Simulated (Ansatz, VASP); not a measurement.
# KTaO3 (KTaO3 (001), KO below and TaO2 above, 4 units) in two plane-wave programs, part 2 of 2

Wanted: the spread between two codes on one cell, functional and k mesh.

VASP 6.6.1 and Ansatz 0.2.0.

So far: Starting point; VASP: single point, PBE.

## (3) Ansatz: single point, PBE

Level of this step: Ansatz beside VASP: Kohn-Sham DFT, plane waves, PBE (Ansatz).

Ansatz runs on its default PAW (the set named soft_2) files.

The same cell, functional, mesh and smearing now go to Ansatz, which takes its cutoff from its data sets.

Contents of input.yaml:

```yaml
crystal:
  lattice:
    - [3.99, 0.0, 0.0]
    - [0.0, 3.99, 0.0]
    - [0.0, 0.0, 31.965]
  atoms:
    - { symbol: K, position: [0.0, 0.0, 0.2647534231] }
    - { symbol: K, position: [0.0, 0.0, 0.3976153401] }
    - { symbol: K, position: [0.0, 0.0, 0.5303061743] }
    - { symbol: K, position: [0.0, 0.0, 0.6635156601] }
    - { symbol: O, position: [0.5, 0.5, 0.2713604486] }
    - { symbol: O, position: [0.0, 0.5, 0.33541481] }
    - { symbol: O, position: [0.5, 0.0, 0.33541481] }
    - { symbol: O, position: [0.5, 0.5, 0.4040045836] }
    - { symbol: O, position: [0.0, 0.5, 0.4685886274] }
    - { symbol: O, position: [0.5, 0.0, 0.4685886274] }
    - { symbol: O, position: [0.5, 0.5, 0.536246272] }
    - { symbol: O, position: [0.0, 0.5, 0.6009969689] }
    - { symbol: O, position: [0.5, 0.0, 0.6009969689] }
    - { symbol: O, position: [0.5, 0.5, 0.6680506981] }
    - { symbol: O, position: [0.0, 0.5, 0.7341828528] }
    - { symbol: O, position: [0.5, 0.0, 0.7341828528] }
    - { symbol: Ta, position: [0.5, 0.5, 0.3290168003] }
    - { symbol: Ta, position: [0.5, 0.5, 0.4619662309] }
    - { symbol: Ta, position: [0.5, 0.5, 0.5941903519] }
    - { symbol: Ta, position: [0.5, 0.5, 0.7254315249] }
hamiltonian:
  xc: pbe
  pseudopotentials: { kind: paw }
kpoints:
  mp_grid: { grid: [8, 8, 1] }
scf:
  occupations: { method: fermi_dirac, width: 0.03 }
  n_extra_bands: 9
efield:
  axis: 3
  dipole_correction: true
  ramp_width: 0.04
output:
  forces: true
  eigenvalues: true
```

Command:

```console
$ ansatz run input.yaml --threads 4 --pin off --max-ram 18432MiB --backend cpu --events-out ev --progress --plain --runs-dir out
```

Numbers of over 12 decimals in the logs are rounded to 6 here.

The program printed:

```text
scf.n_extra_bands = 9 over 80 filled bands (N_el = 160.0): the run solves 89 bands
Engine: ansatz 0.2.0, aarch64-unknown-linux-gnu
Pseudopotentials: kind: paw
Pseudopotential: K, paw, valence charge 9, recommended cutoff 420 eV (normal), K.paw.azcp
Pseudopotential: O, paw, valence charge 6, recommended cutoff 420 eV (normal), O.paw.azcp
Pseudopotential: Ta, paw, valence charge 13, recommended cutoff 420 eV (normal), Ta.paw.azcp
Functional definition: PBE
  parameter kappa = 0.804
  parameter beta = 0.066725
  exchange = pbe_x(kappa = kappa, mu = beta*pi^2/3)
  correlation = pbe_c(beta = beta)
Crystal: 20 atoms, lattice volume = 508.886 Å³
Basis set: ecut = 420 eV, 9939 PW (Γ), exchange–correlation on 54×54×432 points (8 copies of the dense FFT grid, shifted against one another)
Bands: 89, of which v1, the nominal top of the filled ones, is band 80 counted from 1 (79 counted from 0)
Symmetry: 8 space group operations
Space group: P4mm (ITA 99), of the structure as read, at distance tolerance 8.0e-5 Å
k-points: 15 of 64
Non-local potential: K, projectors of the file, l = 0: 3, l = 1: 2, l = 2: 2
Non-local potential: O, projectors of the file, l = 0: 2, l = 1: 2, l = 2: 1
Non-local potential: Ta, projectors of the file, l = 0: 3, l = 1: 2, l = 2: 2, l = 3: 1
PAW form: soft (Blöchl's): semilocal exchange-correlation on the pseudo side does not see the compensation charge
PAW one-centre angular grid: K, 110 points (default); XC on 64 Gauss nodes
PAW one-centre angular grid: O, 110 points (default); XC on 64 Gauss nodes
PAW one-centre angular grid: Ta, 590 points (default); XC on 64 Gauss nodes
Initial density: superposition of atomic densities (neutral atoms: chi_scale 0, normalization atom), corrected by the library's trained network
Initial wavefunctions: pseudopotential atomic-orbital guess
Functional: x = pbe(κ = 0.804, μ = 0.219515), c = pbe(β = 0.066725)
SCF iter   1: F=—  HF=-52711.778561 eV  |F-HF|=—  |Δ(HF+E_count)|=         —  Δρ=2.51e-3  dr2=9.72e-2  ethr=1.77e-3  p=-0.299 e·Å  D=-1.06e-1 V/Å  ΔV_dip=3.40 eV  dr2_dipole=6.83e-2  V_vac-E_F(+/−)=5.00/1.60 eV  ⟨swp⟩=7.2  Hψ=5806  notcnv=0
efield: sawtooth ramp at fractional position 0.9795 (placed from the atoms, in the widest stretch of the axis that holds none; the zero of the levels goes with the place), width 0.0400; the density the first Hamiltonian is built on has a dipole p = -0.299 e·Å; the dipole correction subtracts the counter field D = -1.06e-1 V/Å, which shifts the + side's vacuum level by +3.40 eV against the − side's; the planar-averaged density in the ramp window peaks in size at 2.4e-5 e/Å³
preconditioner: auto → Resta (q_TF=auto, 2.250 Å⁻¹)  ε∞=3.5  [insulator: Δε(μ)=1.131 eV  Ē_g=11.328 eV  σ=0.030 eV  W_gap=1.00  n_scr=102 (ndim 8)  ℏωp=18.0 eV  f_vac=0.452  D(μ)=0.00/eV (n_scr^D=0)  ε∞_Penn≈3.5  vacuum switching on, ρ_ref=9.3e-3 e/Å³]
SCF iter   2: F=—  HF=-52711.757248 eV  |F-HF|=—  |Δ(HF+E_count)|=   2.13e-2  Δρ=2.14e-3  dr2=2.37e-2  ethr=6.08e-5  p=-0.209 e·Å  D=-7.41e-2 V/Å  ΔV_dip=2.37 eV  dr2_dipole=2.57e-3  V_vac-E_F(+/−)=4.70/2.33 eV  ⟨swp⟩=2.8  Hψ=2529  notcnv=0  defer=47
SCF iter   3: F=—  HF=-52711.753168 eV  |F-HF|=—  |Δ(HF+E_count)|=   4.08e-3  Δρ=6.95e-4  dr2=5.30e-3  ethr=1.48e-5  p=-0.193 e·Å  D=-6.86e-2 V/Å  ΔV_dip=2.19 eV  dr2_dipole=3.50e-3  V_vac-E_F(+/−)=4.67/2.48 eV  ⟨swp⟩=2.5  Hψ=2574  notcnv=0  defer=47
SCF iter   4: F=—  HF=-52711.752027 eV  |F-HF|=—  |Δ(HF+E_count)|=   1.14e-3  Δρ=2.90e-4  dr2=4.31e-4  ethr=3.31e-6  p=-0.162 e·Å  D=-5.77e-2 V/Å  ΔV_dip=1.84 eV  dr2_dipole=5.77e-6  V_vac-E_F(+/−)=4.59/2.74 eV  ⟨swp⟩=3.1  Hψ=2513  notcnv=0  defer=47
SCF iter   5: F=—  HF=-52711.752001 eV  |F-HF|=—  |Δ(HF+E_count)|=   2.62e-5  Δρ=2.00e-4  dr2=2.09e-4  ethr=2.69e-7  p=-0.159 e·Å  D=-5.64e-2 V/Å  ΔV_dip=1.80 eV  dr2_dipole=3.32e-6  V_vac-E_F(+/−)=4.57/2.77 eV  ⟨swp⟩=2.4  Hψ=2386  notcnv=0  defer=42
SCF iter   6: F=—  HF=-52711.751972 eV  |F-HF|=—  |Δ(HF+E_count)|=   2.89e-5  Δρ=5.08e-5  dr2=1.16e-5  ethr=1.31e-7  p=-0.158 e·Å  D=-5.61e-2 V/Å  ΔV_dip=1.79 eV  dr2_dipole=3.34e-9  V_vac-E_F(+/−)=4.56/2.77 eV  ⟨swp⟩=2.0  Hψ=2048  notcnv=0  defer=42
SCF iter   7: F=—  HF=-52711.754917 eV  |F-HF|=—  |Δ(HF+E_count)|=   2.94e-3  Δρ=3.24e-5  dr2=5.00e-6  ethr=7.22e-9  p=-0.157 e·Å  D=-5.60e-2 V/Å  ΔV_dip=1.79 eV  dr2_dipole=6.44e-8  V_vac-E_F(+/−)=4.56/2.77 eV  ⟨swp⟩=2.3  Hψ=2502  notcnv=0  defer=42
SCF iter   8: F=—  HF=-52711.754917 eV  |F-HF|=—  |Δ(HF+E_count)|=   1.47e-7  Δρ=1.03e-5  dr2=2.85e-7  ethr=3.12e-9  p=-0.157 e·Å  D=-5.60e-2 V/Å  ΔV_dip=1.79 eV  dr2_dipole=1.86e-8  V_vac-E_F(+/−)=4.56/2.77 eV  ⟨swp⟩=2.0  Hψ=2043  notcnv=0  defer=42
SCF iter   9: F=-52711.754917 eV  HF=-52711.754917 eV  |F-HF|=2.61e-9  |Δ(HF+E_count)|=   1.76e-7  Δρ=3.29e-6  dr2=4.62e-8  ethr=6.25e-11  p=-0.158 e·Å  D=-5.60e-2 V/Å  ΔV_dip=1.79 eV  dr2_dipole=7.88e-10  V_vac-E_F(+/−)=4.56/2.77 eV  ⟨swp⟩=12.5  Hψ=5823  notcnv=0
SCF 1 converged in 9 iterations: F = -52711.754917 eV  dr2 = 4.62e-8
  greatest PAW one-centre occupation: 1.000 electrons in one spin orbital (limit 2), on the Ta atom at site 19 (counted from 0), in its partial waves of l = 0
SCF converged after 9 iterations
Free energy (F): -52711.754917 eV
Harris-Foulkes:  -52711.754917 eV  (|F-HF|=2.61e-9)
Internal energy: -52711.754917 eV  (E = F + TS)
E sigma→0 (E₀):  -52711.754917 eV
Fermi energy:    3.190492 eV
Dipole field:    D = -0.056008 V/Å  (p = -0.157510 e·Å, saw-weighted, corrected)
Work function:   Φ+ = 4.5647 eV   Φ− = 2.7744 eV
Levels:          The Fermi level and band energies are counted from a zero that moves with the ramp; work functions are not
--- Per-component energies (eV) ---
  E_band       = -2107.774023
  E_kinetic    = 4565.192623
  E_local      = -183365.500608  (includes V_loc(G=0)·N_el)
  E_nonlocal   = 683.047365
  E_hartree    = 89802.391327
  E_xc         = -2298.026919
  E_vxc        = -2602.533339  (∫ρ·V_xc dr)
  E_paw        = -38610.092535  (= ΣΔE_a)
  E_vpaw       = -994.939813  (= ΣTr[D̂ρ^β])
  E_aug_tail   = 0.030027  (compensation charges beyond the density's cutoff)
  E_efield     = 0.004411  (sawtooth field / dipole correction)
  E_vefield    = 2.115727  (∫n·V_field dr)
  E_ewald      = 76511.199393
  E_smearing   = -0.000000  (= −TS)
  E_closure    = 0.000000  (closes the sum)
  Σ components = -52711.754917   (vs F -52711.754917, Δ=0.00e0)
--- Forces (eV/Å), atoms counted from 1 ---
  atom   1  K     -0.00000000     0.00000000     0.03089039
  atom   2  K      0.00000000     0.00000000    -0.05180001
  atom   3  K      0.00000000     0.00000000    -0.09077031
  atom   4  K     -0.00000000     0.00000000    -0.05328353
  atom   5  O      0.00000000     0.00000000     0.16273087
  atom   6  O     -0.00000000     0.00000000     0.04195207
  atom   7  O      0.00000000     0.00000000     0.04195207
  atom   8  O     -0.00000000     0.00000000     0.17306147
  atom   9  O      0.00000000     0.00000000     0.05029600
  atom  10  O      0.00000000     0.00000000     0.05029600
  atom  11  O      0.00000000     0.00000000     0.18822578
  atom  12  O     -0.00000000     0.00000000     0.02598333
  atom  13  O      0.00000000     0.00000000     0.02598333
  atom  14  O      0.00000000     0.00000000     0.22667704
  atom  15  O      0.00000000     0.00000000    -0.02176827
  atom  16  O      0.00000000     0.00000000    -0.02176827
  atom  17  Ta     0.00000000     0.00000000    -0.17075854
  atom  18  Ta     0.00000000     0.00000000    -0.19593345
  atom  19  Ta    -0.00000000     0.00000000    -0.21932053
  atom  20  Ta     0.00000000     0.00000000    -0.19275319
  max |Σ_I F_I| component: 1.08e-4 eV/Å
--- Band table (eV; the first three rows and the last of 15) ---
  k-point 0: bands = [... 76 lower, 1.2937, 1.2937, 1.4553, 1.4553, 4.1068, 4.2479, 4.4181, 4.6507, ... 5 higher]
  k-point 1: bands = [... 76 lower, 1.1176, 1.1290, 1.2119, 1.2398, 4.5457, 4.6892, 4.8541, 5.0855, ... 5 higher]
  k-point 2: bands = [... 76 lower, 0.8549, 0.9555, 1.1965, 1.4919, 5.2859, 5.5211, 5.5891, 5.6807, ... 5 higher]
  k-point 14: bands = [... 76 lower, 1.8114, 2.0965, 2.2024, 2.2698, 6.5583, 6.9477, 6.9477, 7.3075, ... 5 higher]
```

Wall time 27 s (4 threads of Arm Neoverse V1, shared host); peak memory 1.5 GiB.

## (4) Side by side

Known differences besides the potentials themselves: the data sets hold 160 valence electrons in Ansatz (default PAW (the set named soft_2) files) and 120 in VASP; the cutoff is 420 eV in Ansatz and 400 eV in VASP (PREC = Normal, projectors in real space); VASP leaves aspherical gradient terms in its spheres out (LASPH is not set), Ansatz keeps them. Total energies have different zeros and are not compared.

Compared:

| quantity | Ansatz | VASP | difference |
| --- | --- | --- | --- |
| gap on the k mesh (eV) | 1.837 | 1.774 | +0.063 |

At this near-relaxed geometry the largest component of a force difference is 218 meV/Å. A gap on the mesh is an upper bound, since the band edges may lie between its points; neither run holds spin-orbit coupling, which can move the band edges of a compound of Ta.

## (5) Summary of results

```json
{
  "r.m.s. force difference (single point, PBE)": "71 meV/Å",
  "difference in gap on the k mesh (single point, PBE)": "0.063 eV"
}
```

What this shows: The r.m.s. force difference is 71 meV/Å (single point, PBE), beyond the 12 meV/Å picked in this series as the mark of a large difference. What causes the difference of the single point, PBE pair stays open here. 2 further runs of this series are not shown here. How closely two codes agree says nothing of how well the functional describes the real material.

[Lines on the potential files, build, host, timing and source positions are cut from VASP's logs without a mark.]

[Logs are printed without paths, hosts, clocks, repeated set-up lines and the standing remarks that a program may print on its own settings, such as how far it seeks lower states.]

[Hosts, paths, dates, database ids (printed as entryN), source tags and the programs' standing remarks are cut or masked in the printed files.]
